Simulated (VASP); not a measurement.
# BAs (rocksalt), PBEsol single-point calculation: Ansatz's output and VASP's

```xyz
2
Lattice="0.0000 2.3053 2.3053 2.3053 0.0000 2.3053 2.3053 2.3053 0.0000" Properties=species:S:1:pos:R:3 pbc="T T T"
B     0.0000    0.0000    0.0000
As    2.3053    2.3053    2.3053
```

Ansatz printed

```
SCF 1 converged in 6 iterations: F = -4964.067423 eV  dr2 = 1.39e-9
  greatest PAW one-centre occupation: 0.999 electrons in one spin orbital (limit 2), on the As atom at site 1 (counted from 0), in its partial waves of l = 2
NSCF: frozen V_eff on 7 k-points
SCF converged after 6 iterations
Free energy (F): -4964.067423 eV
Harris-Foulkes:  -4964.067423 eV  (|F-HF|=1.30e-9)
Internal energy: -4964.066161 eV  (E = F + TS)
E sigma→0 (E₀):  -4964.066792 eV
Entropy (-TS):   -0.001262 eV (-0.631 meV/atom)
Fermi energy:    12.754926 eV
--- Per-component energies (eV) ---
  E_band       = -180.793467
  E_kinetic    = 147.628263
  E_local      = -1516.281950  (includes V_loc(G=0)·N_el)
  E_nonlocal   = -654.746912
  E_hartree    = 866.086908
  E_xc         = -110.087270
  E_vxc        = -116.676625  (∫ρ·V_xc dr)
  E_paw        = -1869.129159  (= ΣΔE_a)
  E_vpaw       = 227.108696  (= ΣTr[D̂ρ^β])
  E_aug_tail   = 0.000008  (compensation charges beyond the density's cutoff)
  E_ewald      = -1828.517189
  E_core_change = 0.981140  (= ΣΔE_core)
  E_smearing   = -0.001262  (= −TS)
  E_closure    = 0.000000  (closes the sum)
  Σ components = -4964.067423   (vs F -4964.067423, Δ=0.00e0)
--- Forces (eV/Å), atoms counted from 1 ---
  atom   1  B     -0.00000000    -0.00000000    -0.00000000
  atom   2  As     0.00000000    -0.00000000     0.00000000
  max |Σ_I F_I| component: 5.59e-31 eV/Å
--- Stress (GPa, compression-positive) ---
       -3.946252      -0.000000       0.000000
       -0.000000      -3.946252      -0.000000
       -0.000000       0.000000      -3.946252
  P = ⅓ Tr σ = -3.9463 GPa (-39.463 kbar)
--- Band table (eV; the first three rows and the last of 47) ---
  k-point 0: bands = ["-23.2625", "-23.2625", "-23.2625", "-23.2620", "-23.2620", "-3.1647", "12.7723", "12.7723", "12.7723", "16.2809", "20.4410", "20.4410", "20.4410"]
  k-point 1: bands = ["-23.2627", "-23.2627", "-23.2623", "-23.2610", "-23.2610", "-2.9737", "11.4355", "12.7573", "12.7573", "16.8984", "19.5321", "19.5321", "20.1340"]
  k-point 2: bands = ["-23.2642", "-23.2642", "-23.2616", "-23.2575", "-23.2575", "-2.4052", "9.0013", "12.7669", "12.7669", "17.2609", "17.8804", "17.8804", "19.4886"]
  k-point 46: bands = ["-23.2701", "-23.2610", "-23.2585", "-23.2528", "-23.2436", "2.4220", "5.8601", "6.0772", "7.0201", "14.7247", "18.2821", "20.4461", "23.6328"]
```

Each program uses its own PAW datasets. VASP's cell holds 8 valence electrons and Ansatz's 18. Ansatz's stress includes a Pulay correction; VASP's doesn't.

Task: What does VASP give for the same cell and level of theory?

Result: gap between bands v and c -4.92 eV (bands overlap: a metal); least direct gap 0.22 eV; pressure -3.4 GPa.

From OUTCAR

```
k-points           NKPTS =     47   k-points in BZ     NKDIM =     47   number of bands    NBANDS=     11

   NELECT =       8.0000    total number of electrons

   dimension x,y,z NGX =    24 NGY =   24 NGZ =   24
   dimension x,y,z NGXF=    48 NGYF=   48 NGZF=   48

  energy-cutoff  :      520.00
  volume of cell :       24.50
      direct lattice vectors                 reciprocal lattice vectors
     0.000000000  2.305287317  2.305287317    -0.216892704  0.216892704  0.216892704
     2.305287317  0.000000000  2.305287317     0.216892704 -0.216892704  0.216892704
     2.305287317  2.305287317  0.000000000     0.216892704  0.216892704 -0.216892704

 k-points in reciprocal lattice and weights: KPOINTS created by Atomic Simulation Env
   0.00000000  0.00000000  0.00000000       0.001
   0.10000000  0.00000000  0.00000000       0.008
   0.20000000  0.00000000  0.00000000       0.008
   0.30000000  0.00000000  0.00000000       0.008
   0.40000000  0.00000000  0.00000000       0.008
   0.50000000  0.00000000  0.00000000       0.004
   0.10000000  0.10000000  0.00000000       0.006
   0.20000000  0.10000000  0.00000000       0.024
   ...

 E-fermi :   7.1896

 k-point     1 :       0.0000    0.0000    0.0000
  band No.  band energies     occupation
      1      -8.7315      2.00000
      2       7.2078      0.57525
      3       7.2078      0.57525
      4       7.2078      0.57524
      5      10.7395      0.00000
      6      14.8852      0.00000
      7      14.8852      0.00000
      8      14.8852      0.00000
      9      16.0297      0.00000
     10      16.0297      0.00000
     11      16.0297      0.00000

 k-point     2 :       0.1000    0.0000    0.0000
  band No.  band energies     occupation
      1      -8.5406      2.00000
      2       5.8720      2.00000
      3       7.1922      0.93516
      4       7.1922      0.93516
      5      11.3524      0.00000
      6      13.9675      0.00000
      7      13.9675      0.00000
      8      14.5741      0.00000
      9      15.9253      0.00000
     10      16.4564      0.00000
     11      16.4564      0.00000

 k-point     3 :       0.2000    0.0000    0.0000
  band No.  band energies     occupation
      1      -7.9724      2.00000
      2       3.4358      2.00000
      3       7.2010      0.72359
      4       7.2010      0.72359
      5      11.7069      0.00000
      6      12.3127      0.00000
      7      12.3127      0.00000
      8      13.9277      0.00000
      9      16.6238      0.00000
     10      17.6482      0.00000
     11      17.6482      0.00000

 k-point     4 :       0.3000    0.0000    0.0000
  band No.  band energies     occupation
      1      -7.0462      2.00000
      2       0.9326      2.00000
      3       7.3470      0.00076
      4       7.3470      0.00076
      5      10.7299      0.00000
      6      10.7299      0.00000
      7      11.5574      0.00000
      8      13.2909      0.00000
      9      18.1571      0.00000
     10      19.4797      0.00000
     11      19.4797      0.00000

 k-point     5 :       0.4000    0.0000    0.0000
  band No.  band energies     occupation
      1      -5.8443      2.00000
      2      -1.2796      2.00000
      3       7.7260      0.00000
      4       7.7260      0.00000
      5       9.4170      0.00000
      6       9.4170      0.00000
      7      11.3791      0.00000
      8      12.8303      0.00000
      9      19.9104      0.00000
     10      21.7975      0.00000
     11      21.7975      0.00000

 k-point     6 :       0.5000    0.0000    0.0000
  band No.  band energies     occupation
      1      -4.9767      2.00000
      2      -2.4926      2.00000
      3       8.3000      0.00000
      4       8.3000      0.00000
      5       8.5218      0.00000
      6       8.5218      0.00000
      7      11.3154      0.00000
      8      12.6616      0.00000
      9      20.9159      0.00000
     10      23.7617      0.00000
     11      23.7617      0.00000

 k-point     7 :       0.1000    0.1000    0.0000
  band No.  band energies     occupation
      1      -8.4768      2.00000
      2       6.4235      2.00000
      3       6.6374      2.00000
      4       6.6374      2.00000
      5      11.5362      0.00000
      6      12.7027      0.00000
      7      14.8111      0.00000
      8      15.0443      0.00000
      9      15.0443      0.00000
     10      17.1684      0.00000
     11      17.1684      0.00000

 k-point     8 :       0.2000    0.1000    0.0000
  band No.  band energies     occupation
      1      -8.0337      2.00000
      2       4.3520      2.00000
      3       6.2238      2.00000
      4       7.0552      1.99759
      5      10.2998      0.00000
      6      12.8745      0.00000
      7      14.3647      0.00000
      8      14.4063      0.00000
      9      15.0581      0.00000
     10      18.2999      0.00000
     11      18.4755      0.00000

 ...

  Total       -0.5215325     -0.5215325     -0.5215325      0.0000000     -0.0000000     -0.0000000
  in kB      -34.1025463    -34.1025463    -34.1025463      0.0000000     -0.0000000     -0.0000000
  external PRESSURE =     -34.1025463 kB  Pullay stress =       0.0000000 kB

 POSITION                                       TOTAL-FORCE (eV/Angst)
 -----------------------------------------------------------------------------------
      0.00000      0.00000      0.00000        -0.000000     -0.000000     -0.000000
      2.30529      2.30529      2.30529         0.000000      0.000000      0.000000
 -----------------------------------------------------------------------------------
    total drift:                                0.000000     -0.000000     -0.000000

  FREE ENERGIE OF THE ION-ELECTRON SYSTEM (eV)
  ---------------------------------------------------
  free  energy   TOTEN  =       -10.5227691296 eV

  energy  without entropy=      -10.5215031021  energy(sigma->0) =      -10.52213612
```
